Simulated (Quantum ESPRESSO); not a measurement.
Ta:

```
Ta
1.0
     2.90037    0.00000    0.00000
    -1.45019    2.51180    0.00000
     0.00000    0.00000    5.16627
Ta
2
Direct
  0.33333 0.66667 0.25000
  0.66667 0.33333 0.75000
```

This isn't the form of Ta at room conditions, which is bcc.

| Property | Result |
| --- | --- |
| Program | Quantum ESPRESSO 7.5 |
| Task | single point |
| Functional | PBE |
| Potentials or basis | SSSP 1.3 efficiency PBE |
| Cutoff | 748 eV |
| Density cutoff | 5987 eV |
| k mesh | 11 × 11 × 5 |
| Occupations | fermi-dirac, width 0.05 eV |
| Spin | no spin polarisation |

On this cell: pressure -1.2 GPa; largest force under 0.003 eV/Å; band gap on the k mesh none (metal or under the smearing width).

The same run follows on a disturbed copy (atoms moved at random, drawn with an rms of 0.05 Å):

```
CELL_PARAMETERS angstrom
2.90037 0.00000 0.00000
-1.45019 2.51180 0.00000
0.00000 0.00000 5.16627
ATOMIC_POSITIONS crystal
Ta 0.33032 0.67247 0.24286
Ta 0.66260 0.32497 0.75926
```

Problem. What does the disturbed cell give?

Solution. The energy (extrapolated to zero smearing) moves by +19.4 meV/atom; pressure -0.6 GPa; largest force 0.948 eV/Å; band gap on the k mesh none (metal or under the smearing width).

Forces in eV/Å, atoms in the order of the input:
```
Ta  -0.023  0.040  0.947
Ta   0.023 -0.040 -0.947
```

Stress tensor (GPa, compression positive):
```
-1.80  0.31 -0.06
 0.31 -0.35  0.13
-0.06  0.13  0.35
```
